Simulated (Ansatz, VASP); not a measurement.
Two plane-wave programs on AlN

```
CELL_PARAMETERS angstrom
3.31348 0.00000 0.00000
-1.65674 2.86956 0.00000
0.00000 0.00000 4.18759
ATOMIC_POSITIONS crystal
Al 0.33692 0.67383 0.75000
Al 0.67025 0.34050 0.25000
N 0.32643 0.65287 0.25000
N 0.65977 0.31953 0.75000
```

Change from the starting cell: mode 4 frozen in at +0.000 Å and mode 10 at -0.040 Å (largest displacements).

Alike in both runs: task single point; functional PBE; k mesh 9 × 9 × 6; occupations gaussian, width 0.05 eV; no spin polarisation.

```csv
,VASP,Ansatz
version,VASP 6.6.1,Ansatz 0.2.0
potentials or method,"VASP PAW PBE potentials, release 64 (Al, N)","scalar-relativistic, plane waves, PAW"
plane-wave cutoff (eV),520,520
valence electrons in the cell,16,16
```

Ansatz gave:

* gap on the k mesh at the Fermi level (eV): 3.25
* least direct gap on the mesh (eV): 3.25
* pressure (GPa): 0.5
* largest component of the traceless stress (GPa): 0.70
* rms of the force components (eV/Å): 0.525

Problem. Which values does VASP return?

Solution. gap on the k mesh at the Fermi level (eV): 3.26; least direct gap on the mesh (eV): 3.26; pressure (GPa): 0.3; largest component of the traceless stress (GPa): 0.64; rms of the force components (eV/Å): 0.526.

Atom by atom the forces differ by 0.001 eV/Å (rms over components). The functional is the same, so the differences come from potentials, cutoffs and numerics.

Caveats: forces of over 1 eV/Å show positions far from the minimum, so gaps and moduli don't describe the material at rest.
